## The question

In cubic BaTiO₃ each titanium atom sits at the centre of six oxygen atoms. The calculation pushes it along the cube diagonal, towards three of them, while all other atoms and the cell stay fixed. Can the results on one side of the centre, together with some chemistry, forecast two positions on the other side?

BaTiO3, 5 atoms in the cell, cubic perovskite or antiperovskite type, space group Pm-3m (221), conventional a = 4.019 Å, 12.99 Å³ an atom. One atom of a crystal moved along a line, all else fixed, by plane-wave density functional theory with PAW datasets. Ansatz 0.2.0, plane-wave PAW, scalar-relativistic; functional PBE; no spin polarisation; cutoff 420 eV; k mesh 8×8×8; moved atom number 2 of the cell (Ti); direction (0.57735, 0.57735, 0.57735) Cartesian unit vector.

| displacement (Å) | energy change (eV a cell) | force along direction (eV/Å summed over the moved atoms) | pressure (GPa) | gap on mesh (eV) |
| --- | --- | --- | --- | --- |
| -0.45 | ? | ? | ? | ? |
| -0.15 | ? | ? | ? | ? |
| 0 | 0.000 | 0.000 | 0.00 | 1.784 |
| 0.075 | -0.003 | 0.063 | 0.29 | 1.871 |
| 0.225 | 0.021 | -0.607 | 2.63 | 2.446 |
| 0.3 | 0.096 | -1.462 | 4.69 | 2.840 |
| 0.375 | 0.247 | -2.611 | 7.29 | 3.199 |

## What symmetry gives

The space group Pm-3m named above holds only for the undisturbed cell; with Ti moved along the diagonal the symmetry drops to R3m. The undisturbed crystal looks the same after inversion through the Ti site. A displacement u and its opposite −u therefore have the same energy, pressure and gap, and opposite forces. So the row at −0.15 Å lies, in effect, between known rows. The row at −0.45 Å lies beyond them and needs a physical law.

## Why the force changes sign

A positive force points along the positive direction. At 0.075 Å it is positive and drives Ti further out; from 0.225 Å on it pulls Ti back. The centre is thus a balance point that symmetry enforces, not a minimum.

The likely explanation is a contest between repulsion and level mixing, with some help from electric dipoles. Repulsion between closed shells acts like a spring that holds Ti in the middle. Off-centre, the empty Ti 3d levels mix more strongly with the filled O 2p levels, which lowers the energy. This gain first grows as u², then only in proportion to u, because once the mixing outweighs the original distance between the levels, each further step brings the same gain instead of a growing one. The dipoles enter because the cell repeats: all Ti atoms shift in step, and theory expects their dipoles to favour the shared shift. As long as that gain grows as u², it merely weakens the spring and needs no term of its own. Near the centre the gains win, and further out the spring does.

In a formula, with F the force along the direction:

F = −K u + G u / √(1 + s u²)

The numbers show the saturation this form expects. The ratio F/u falls with u² at about 79 eV/Å⁴ between 0.075 and 0.225 Å, but only at 41 eV/Å⁴ between the last two rows. That the cause is d–p mixing is argued from theory, since no orbital data are at hand to test it.

## One forecast in full

A fit to the known forces gives K = 26.62 and G = 28.01 eV/Å², and s = 7.333 Å⁻². The constants trade against each other, so none of them measures a bond. For u = −0.45 Å:

- u² = 0.2025, and √(1 + 7.333 × 0.2025) = 1.576
- F/u = −26.62 + 28.01/1.576 = −8.85 eV/Å²
- F = −8.85 × (−0.45) = +3.98 eV/Å

Integrating the same force gives the energy. The pressure is taken as proportional to u², as the known rows suggest. Two repelling levels would make the square of the gap linear in u²; a u⁴ term allows for other bands.

| Forecast | −0.15 Å | −0.45 Å |
|---|---|---|
| energy change (eV) | −0.0037 ± 0.002 | 0.49 ± 0.02 |
| force (eV/Å) | +0.10 ± 0.02 | +3.98 ± 0.25 |
| pressure (GPa) | 1.17 ± 0.03 | 10.5 ± 0.3 |
| gap (eV) | 2.12 ± 0.03 | 3.53 ± 0.25 |

The ranges are judgements. At −0.45 Å the shortest Ti–O distance is only 1.79 Å, and repulsion steeper than a spring would make the force larger. The gap there is the least certain value, because another band edge may take over. All gaps here are PBE values, and PBE usually makes gaps too small; besides, the k mesh can miss the band edges of a displaced cell.

The withheld rows as computed:

| displacement (Å) | energy change (eV a cell) | force along direction (eV/Å summed over the moved atoms) | pressure (GPa) | gap on mesh (eV) |
| --- | --- | --- | --- | --- |
| -0.45 | 0.493 | 3.958 | 10.38 | 3.511 |
| -0.15 | -0.004 | 0.102 | 1.17 | 2.106 |

## Hits and misses

All eight values fall within their ranges. For the outer force and gap, the ranges were about ten times wider than the misses. The outer force came out 0.02 eV/Å below the forecast, so no repulsion beyond the fitted form shows. A polynomial in u, u³ and u⁵, with equally many constants, does about as well at −0.15 Å but falls 0.29 eV/Å short at −0.45 Å. The saturating form was already the better one on the known rows, where its typical misfit is over twenty times smaller, and the outer row bears this out. The good energies add little, as energy and force must agree anyway.

The outer pressure is 0.13 GPa below the forecast, so the u² rule begins to fail there. The gap at −0.15 Å is 0.01 eV below its forecast; the fitted curve already ran slightly high at 0.225 Å. Taken as a single pair of repelling levels, the computed gaps would need an s of 14 to 18 Å⁻², not 7. One pair of levels is therefore too simple a picture: the gap sees only the band edges, the force all filled bands.

## What the pressure tells

Pressure is minus the slope of energy against volume. A positive pressure that grows as u² means that a larger cell lowers the u² part of the energy, so expansion favours off-centre Ti and compression opposes it. A plausible reason is that repulsion fades faster with bond length than mixing does. PBE tends to make such cells slightly too large, so it is expected to overstate the tendency of Ti to move off-centre.

The model's energy has a curvature of −1.4 eV/Å² at the centre. If the volume effect is carried on in a straight line, a compression of roughly 3 % in volume brings this curvature to zero. The model well is shallow, about 5 meV deep at 0.12 Å, but it belongs to Ti moving alone. In the real distortion the oxygen atoms move against Ti, which deepens the well. How much more compression the crystal would then need to keep Ti centred is the question this scan leaves open.

Output of the analysis:

```
fit of force_along_direction on 5 rows: coefficient of u -26.62 +/- 0.014, coefficient of u/sqrt(1 + s*u**2) 28.01 +/- 0.018, s 7.333; rms 0.000396, worst 0.225 0.000576, leave-one-out rms 0.00221
  rows outside the fit (model, value, miss): -0.45 3.981, 3.958, 0.0232; -0.15 0.09958, 0.102, -0.00242
fit of force_along_direction on 5 rows: coefficient of u 1.14 +/- 0.18, coefficient of u**3 -84.22 +/- 4.1, coefficient of u**5 189.5 +/- 21; rms 0.00933, worst 0.225 0.0135, leave-one-out rms 0.0974
  rows outside the fit (model, value, miss): -0.45 3.666, 3.958, -0.292; -0.15 0.09882, 0.102, -0.00318
fit of pressure on 5 rows: coefficient of u**2 51.92 +/- 0.059; rms 0.00926, worst 0.3 -0.0171, leave-one-out rms 0.0179
  rows outside the fit (model, value, miss): -0.45 10.51, 10.38, 0.134; -0.15 1.168, 1.17, -0.00178
fit of gap_on_mesh**2 on 5 rows: constant 3.167 +/- 0.039, coefficient of u**2 60.13 +/- 1.6, coefficient of u**4 -69.54 +/- 11; rms 0.033, worst 0.3 -0.0502, leave-one-out rms 0.186
  rows outside the fit (model, value, miss): -0.45 12.49, 12.33, 0.165; -0.15 4.485, 4.435, 0.0493
Model energy and gap (eV), misses as model less computed, forecast half-widths, shortest Ti-O bond (A):
    row    E_model      E_miss  gap_model   gap_miss  bar_F  bar_E  bar_P  bar_gap  short_bond
  -0.45     0.4932   0.0002391      3.534     0.0234   0.25   0.02    0.3     0.25       1.788
  -0.15  -0.003674   0.0003261      2.118    0.01167   0.02  0.002   0.03     0.03       1.927
    0.0          0           0       1.78  -0.004461      0      0      0        0        2.01
  0.075  -0.003129   -0.000129      1.872  0.0005778      0      0      0        0       1.967
  0.225    0.02053  -0.0004737      2.456    0.01016      0      0      0        0       1.889
    0.3    0.09607   7.139e-05      2.831   -0.00885      0      0      0        0       1.853
  0.375     0.2472   0.0002199      3.201   0.002203      0      0      0        0       1.819
Slope of force/displacement against u squared, 0.075 to 0.225 A (eV/A^4): -78.62
Same slope, 0.3 to 0.375 A (eV/A^4): -41.27
Model well bottom, displacement (A): 0.1211
Model well bottom, energy (eV a cell): -0.004989
Model curvature of the energy at the centre (eV/A^2): -1.396
Rough volume compression that brings this curvature to zero (percent): 3.317
Initial growth constant of gap squared, to compare with s of the force (1/A^2): 18.99
```
